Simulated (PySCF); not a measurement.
Wanted: a Python script for a PySCF 2.14.0 run.

```yaml
Task: density of states
Functional: PBEsol
Potentials_or_basis: DZVP-MOLOPT-SR/GTH-PBE (potentials made for PBE)
k_mesh: 12 × 12 × 12
Occupations: fermi-dirac, width 0.05 eV
Spin: no spin polarisation
Symmetry: yes
Density_cutoff: 102 Ha
Exponents_discarded_below_exp_to_discard: 0.02 1/bohr^2
Potentials: Pd GTH-PBE-q18
Gaussian_width_of_the_DOS: 0.15 eV
conv_tol: 1e-07 Ha
max_cycle: 60
Coulomb_method: multigrid
```

The structure of Pd lies in Pd.xyz:

```xyz
1
Lattice="-1.5722810000 1.5722810000 1.5722810000 1.5722810000 -1.5722810000 1.5722810000 1.5722810000 1.5722810000 -1.5722810000" Properties=species:S:1:pos:R:3 pbc="T T T"
Pd     0.0000000000      0.0000000000      0.0000000000
```

This isn't the form of Pd at room conditions, which is fcc.

These files were run (other wordings do the same):

run.py

```python
import json
import numpy as np
from pyscf.pbc import gto, scf, dft, df

cell = gto.Cell()
cell.basis = 'DZVP-MOLOPT-SR-GTH-q18'
cell.pseudo = 'GTH-PBE-q18'
cell.fromfile('Pd.xyz')
cell.ke_cutoff = 102  # hartree
cell.exp_to_discard = 0.02
cell.precision = 1e-08
cell.space_group_symmetry = True
cell.symmorphic = False
cell.max_memory = 5880  # MB
cell.verbose = 4
cell.build()

res = {}
kpts = cell.make_kpts([12, 12, 12], space_group_symmetry=True, time_reversal_symmetry=True)
cell.space_group_symmetry = False  # the mesh holds the operations; no search on the supercells of the integral code
mf = dft.KRKS(cell, kpts, xc='pbesol')
mf = mf.multigrid_numint()
mf = mf.smearing(sigma=0.00183747, method='fermi')  # hartree
mf.conv_tol = 1e-07
mf.max_cycle = 60

mf.kernel()
res.update(converged=bool(mf.converged), e_tot=mf.e_tot, nelec=cell.nelectron, nao=cell.nao, mesh=list(map(int, cell.mesh)), a=cell.lattice_vectors().tolist(), coords=cell.atom_coords().tolist(),
           mo_energy=[np.real(x).tolist() for x in mf.mo_energy], mo_occ=[np.real(x).tolist() for x in mf.mo_occ])
res.update(e_free=mf.e_free, e_zero=mf.e_zero)
res.update(kpts=kpts.kpts_scaled_ibz.tolist(), weights=kpts.weights_ibz.tolist())
res['parts'] = {k: float(np.real(v)) for k, v in mf.scf_summary.items() if np.isscalar(v)}
json.dump(res, open('results.json', 'w'))
if not mf.converged:
    raise SystemExit('SCF not converged')

print('levels (eV)')
for i, kp in enumerate(res['kpts'][:40]):
    print('k %7.4f %7.4f %7.4f  ' % tuple(kp), ' '.join('%.3f' % (x * 27.211386) for x in res['mo_energy'][i][:14]))

mf = mf.to_khf()  # unfold to the whole mesh
kpts = mf.kpts
# Mulliken populations
dm, s = np.asarray(mf.make_rdm1()), np.asarray(mf.get_ovlp())
sites = cell.aoslice_by_atom()[:, 2:]
tot = np.einsum('kij,kji->i', dm, s).real / len(kpts)
res['mulliken'] = [cell.atom_charge(i) - tot[a0:a1].sum() for i, (a0, a1) in enumerate(sites)]
print('Mulliken charges', np.round(res['mulliken'], 5))

# density of states, Gaussians of 0.15 eV
e = np.asarray(mf.mo_energy).real.reshape(1, -1) * 27.211386
ef = mf.get_fermi()
ef = np.max(ef) * 27.211386
x = np.arange(-15, 10.01, 0.1) + round(ef, 1)
dos = np.exp(-((x[:, None, None] - e) / 0.15) ** 2 / 2).sum(-1).T / (0.15 * np.sqrt(2 * np.pi) * len(kpts)) * 2
res.update(dos_e=x.tolist(), dos=dos.tolist())
for a, b in zip(x[::5], dos.T[::5]):
    print('%8.2f' % a, ' '.join('%9.4f' % y for y in b))

# density on a uniform mesh
grids = dft.gen_grid.UniformGrids(cell)
grids.mesh = [15, 15, 15]
grids.build()
ni = dft.numint.KNumInt()
rho = [ni.get_rho(cell, x, grids, kpts) for x in [dm]]
np.save('rho.npy', np.reshape(rho, (-1, *grids.mesh)))
res['done'] = True
json.dump(res, open('results.json', 'w'))
```

Potentials or basis: DZVP-MOLOPT-SR/GTH-PBE (potentials made for PBE).

Run with:

```sh
$ OMP_NUM_THREADS=4 python -u run.py > log
```

Results of the run:

```json
{
  "Band gap on the k mesh": "none (metal or under the smearing width)"
}
```

Caveat: the basis of atomic orbitals isn't converged, which shifts pressures, moduli and gaps.

Run time: 2 min on 4 threads of Intel(R) Xeon(R) Platinum 8488C (Sapphire Rapids), with other jobs on the host, peak memory 5.5 GiB.
